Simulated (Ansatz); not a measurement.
**PbS: a single-point run**

Aim: a sound single-point run of PbS. The structure is shown as the input types it.

Method: density functional or hybrid calculation with the settings of its input, plane waves (as first typed), in Ansatz 0.2.0.

## Step 1: Starting point

It takes space group P6_3mc (No. 186, hexagonal). Conventional cell: a = 4.086 Å, b = 4.086 Å, c = 7.469 Å, α = 90.00°, β = 90.00°, γ = 120.00°. Pb (site symmetry 3m) is surrounded by 6 S at 2.85 to 3.19 Å. Around S (site symmetry 3m) lie 6 Pb at 2.85 to 3.19 Å.

The input asks for a charge of +2 e on the cell.

Coordinates:

```
Pb S
1.0
     2.04292   -3.53849    0.00000
     2.04292    3.53849    0.00000
     0.00000    0.00000    7.46921
Pb S
2 2
Direct
  0.00000 0.00000 0.48292
  0.00000 0.00000 0.98292
  0.66667 0.33333 0.69628
  0.33333 0.66667 0.19628
```

## Step 2: The calculation

The input, input.yaml:

```yaml
crystal:
  lattice:
    - [2.0429167103, -3.5384928845, 0.0]
    - [2.0429167103, 3.5384928845, 0.0]
    - [0.0, 0.0, 7.4692080844]
  atoms:
    - { symbol: Pb, position: [-1.7378e-06, 1.0000017378, 0.4829158743] }
    - { symbol: Pb, position: [1.0000017378, -1.7378e-06, 0.9829158743] }
    - { symbol: S, position: [0.6666675205, 0.3333324795, 0.6962841257] }
    - { symbol: S, position: [0.3333324795, 0.6666675205, 0.1962841257] }
kpoints:
  mp_grid: { grid: [6, 6, 2] }
hamiltonian:
  xc: pbe
scf:
  occupations: { method: fixed }
  n_extra_bands: 5
  max_iter: 64
output:
  forces: true
  stress: true
  eigenvalues: true
total_charge: 2
```

Run with:

```bash
> ansatz run input.yaml --threads 4 --pin off --max-ram 4608MiB --backend cpu --events-out ev --progress --plain --runs-dir out
```

Q: Will this input give a usable result? If not, why, and what should change?

The program finished normally, with warnings (band overlap at count, metallic iterate, near symmetry operations not taken). Its log warns: «8 symmetry operations that the atoms keep within the bar at which the run's group was sought (crystal.symmetry.tolerance 1.0e-5 ...»

The suspect setting: total_charge is 2. The net charge is not the one intended, so the run treats another number of electrons.

To check: delete total_charge (the default then holds).
